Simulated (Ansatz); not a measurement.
Runs of Ansatz 0.2.0 on Pt. Symmetry: Im-3m, No. 229, cubic system. The conventional cell has a = 3.168 Å, b = 3.168 Å, c = 3.168 Å, α = 90.00°, β = 90.00°, γ = 90.00°. Around Pt (site symmetry m-3m) lie 8 Pt at 2.74 Å. This isn't the form of Pt at room conditions, which is fcc.

```csv
task,level,cell,k mesh,smearing,gap on the mesh (eV),pressure (GPa),relaxed volume (Å³/atom)
single point,PBE,as given,12 × 12 × 12,gaussian 0.028 eV,none,-1.4,-
relaxation of cell and atoms,BLYP+D3(BJ),relaxed,12 × 12 × 12,fermi-dirac 0.05 eV,none,0.0,(a)
relaxation of cell and atoms,revPBE+D3(BJ),relaxed,12 × 12 × 12,fermi-dirac 0.05 eV,none,0.0,15.05
relaxation of cell and atoms,BLYP+D4,relaxed,12 × 12 × 12,fermi-dirac 0.05 eV,none,0.0,15.80
single point,PBE,as given,12 × 12 × 12,gaussian 0.027 eV,none,-1.4,-
phonons,PBE,as given,9 × 9 × 9,fermi-dirac 0.05 eV,none,-,-
relaxation of cell and atoms,revPBE+D4,relaxed,12 × 12 × 12,fermi-dirac 0.05 eV,none,0.0,15.25
phonons,LDA,as given,9 × 9 × 9,fermi-dirac 0.05 eV,none,-,-
```

Alike in all rows: potentials or basis Ansatz PAW; no spin polarisation; cutoff (eV) 420.

Problem. Estimate the missing entries.

Solution. (a) 15.52.

Caveats: the PAW data sets come from PBE, with cores solved anew for the run's functional, which leaves a small shift of forces and pressure (some runs); the plane-wave basis is chosen anew once the cell has moved, so the energies of steps on either side of that aren't comparable (some runs); pairwise dispersion overbinds metals, which lowers pressure and volume (some runs).

A k mesh can miss the band edges, and the runs leave out spin-orbit coupling on Pt.

A gap of «none» marks a metal or a gap under the smearing width.
